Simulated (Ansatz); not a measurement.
## What DFT gives for InSe

```
In Se
1.0
     4.35043    0.00000    0.00000
     2.17521   -3.79665    0.00000
     0.00000    0.00000  -18.75782
In Se
6 6
Cartesian
  2.1752 -1.0456 -4.6895
  4.3504 -2.7511 -14.0684
  2.1752 -1.2362 -16.7507
  4.3504 -2.5605 -7.3718
  4.3504 -2.5605 -2.0071
  2.1752 -1.2362 -11.3860
  2.1752 -1.4670 -14.0684
  4.3504 -2.3296 -4.6895
  2.1752 -3.7906 -17.5817
  4.3504 -0.0061 -8.2028
  4.3504 -0.0061 -1.1761
  2.1752 -3.7906 -10.5550
```

The numbers come from plane-wave PAW DFT (Ansatz): PBE, no spin polarisation, 420 eV, 9×9×2 Γ-centred k points, fermi-dirac occupations (width 0.1 eV). Nothing was relaxed.

(1) How is the charge shared?

(2) Is it stable against the elements?

(3) Is there a gap?

(4) Which atom feels the largest force, and which way?

(5) What does the stress say?

(6) What do density and ELF say about some of the short contacts?

Origin: a known structure type with other elements, at an estimated volume, so it need not be a known compound. Caveats: many states at the Fermi level without spin polarisation, so a magnetic state may lie lower; atoms or cell far from equilibrium.

Answers

(1) Bader charges in e: In +0.51 to +0.64, Se -0.72 to -0.54. In the mean In gives up most and Se takes most.

(2) 0.30 eV an atom against the elements' usual phases (free molecules for gases, crystals otherwise, with no correction for O₂ or N₂), so at this geometry it isn't bound against them. Relaxing would lower it.

(3) It is a metal, with about 5.2 states/eV a cell as the mean within 0.25 eV of the Fermi level, mostly In p (34 %), Se p (29 %) and In s (25 %).

(4) The largest is on Se9 (and as large on other atoms): 2.13 eV/Å, components (0.00, 0.08, 2.13). It makes 178° with the line to a nearest neighbour, Se11 at 2.35 Å, pointing away from it.

(5) The pressure is 16.5 GPa (compression positive), so with the atoms held at these fractions the cell would first expand; the forces are large, so a full relaxation may end otherwise. The principal stresses 16.0, 16.1, 17.6 GPa differ, so its shape would change too.

(6) Se–Se at 2.35 Å: least valence density 0.63 e/Å³ and ELF 0.56 there. In–Se at 2.51 Å: least valence density 0.47 e/Å³ and ELF 0.33 there. Both are smooth PAW fields, read partly inside the augmentation spheres.
